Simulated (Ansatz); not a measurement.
Records of electronic-structure calculations.

```cif
data_mos2
_symmetry_space_group_name_H-M 'P 1'
_symmetry_Int_Tables_number 1
_cell_length_a 3.1845
_cell_length_b 3.1845
_cell_length_c 29.5000
_cell_angle_alpha 90.000
_cell_angle_beta 90.000
_cell_angle_gamma 120.000
_cell_volume 259.09
loop_
_atom_site_label
_atom_site_type_symbol
_atom_site_fract_x
_atom_site_fract_y
_atom_site_fract_z
_atom_site_occupancy
Mo1 Mo 0.33333 0.66667 0.50000 1
S2 S 0.66667 0.33333 0.55297 1
S3 S 0.66667 0.33333 0.44703 1
_calc_subject 'MoS2 (2H monolayer): band gap by G0W0 on HSE06'
_calc_method 'G0W0 on HSE06, plane waves, PAW (and 1 further level or step)'
_calc_program 'Ansatz 0.2.0'
_calc_settings_of_one_run 'cutoff 420 eV, 12×12×1 k-mesh, default PAW, empty bands 195, screening cutoff 48 eV, screening contour deformation, QP bands (v2, c2)'
_calc_cost '2 runs, 89 s in all on 1 × NVIDIA H100 80GB HBM3 (shared by 3 runs) with 3 threads of AMD EPYC 7R13 (Zen 3), shared host (the runs of this entry)'
_calc_notes 'In doubt: masses and optical values from hybrid runs of this build are listed as unsure (in some of the runs), which bears on the screening that GW takes from such a start. Values taken over the cell’s volume include its vacuum. The structure was relaxed with PBE. Limits: no spin-orbit coupling. Bands and cutoff are finite, so the gap is not at the basis limit. The miss can reach some tenths of an eV and take either sign; the mesh is an error of its own.'
_calc_hse06_gap '2.13 eV, direct'
_calc_g0w0_gap_on_the_mesh '2.64 eV, from k = (0.333, 0.333, 0.000) to k = (0.333, 0.333, 0.000)'
_calc_gw_settings '12×12×1 mesh, 195 empty bands, screening to 48 eV'
_calc_known_limits 'not at the basis limit; no spin-orbit coupling'
```

[Paths, hosts, dates, memory and timing lines, banners, echoed tables and standing remarks are left out of the program output.]

[Logs are printed without paths, hosts, clocks, repeated set-up lines and the standing remarks that a program may print on its own settings, such as how far it seeks lower states.]

[Runs of the session that timed out or met a known fault of the program may be left out.]

[Cells called generated may have been cut or substituted from an entry of the Crystallography Open Database or the Materials Project.]

[Hosts, paths, dates, database ids (printed as entryN), source tags and the programs' standing remarks are cut or masked in the printed files.]
